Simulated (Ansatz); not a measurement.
HfO2:

```xyz
6
Lattice="3.5580 0.0000 0.0000 0.0000 3.5580 0.0000 0.0000 0.0000 5.1719" Properties=species:S:1:pos:R:3 pbc="T T T"
Hf    0.0000    0.0000    0.0000
Hf    1.7790    1.7790    2.5859
O     0.0000    1.7790    1.0199
O     1.7790    0.0000    1.5660
O     1.7790    0.0000    4.1519
O     0.0000    1.7790    3.6059
```

Measurements of this composition are mostly on another form, of space group No. 14.

| Quantity | Value |
| --- | --- |
| Program | Ansatz 0.2.0 |
| Task | relaxation of cell and atoms |
| Functional | revPBE |
| Dispersion | D3(BJ) |
| Potentials or basis | Ansatz PAW |
| Cutoff | 420 eV (not typed: the program's choice for these potentials) |
| k mesh | 8 × 8 × 5 |
| Occupations | fermi-dirac, width 0.05 eV |
| Spin | no spin polarisation |

At the start: volume 10.91 Å³/atom.

Problem. Where does the relaxation end?

Solution. It ends after 8 steps and the volume is 11.20 Å³/atom (+2.6 %); space group P4_2/nmc (No. 137, to 0.05 Å).

The path:
```tsv
step	energy change (eV)	largest force (eV/Å)	volume (Å³)
1	0.0000	0.1468	65.47
2	-0.0241	0.0031	67.50
3	-0.0266	0.0113	67.19
4	-0.0268	0.0004	67.16
5	-0.0270	0.0001	67.12
6	-0.0356	0.0010	67.12
7	-0.0353	0.0001	67.20
8	-0.0356	0.0001	67.20
```

Final structure:
```xyz
6
Lattice="3.5893 0.0000 0.0000 0.0000 3.5893 0.0000 0.0000 0.0000 5.2160" Properties=species:S:1:pos:R:3 pbc="T T T"
Hf    0.0000    0.0000    0.0000
Hf    1.7947    1.7947    2.6080
O     0.0000    1.7947    1.0294
O     1.7947    0.0000    1.5785
O     1.7947    0.0000    4.1865
O     0.0000    1.7947    3.6374
```

Caveat: the plane-wave basis is chosen anew once the cell has moved, so the energies of steps on either side of that aren't comparable; the pressure holds a Pulay correction of +0.7 GPa for the finite cutoff; the PAW data sets come from PBE, with cores solved anew for the run's functional, which leaves a small shift of forces and pressure.
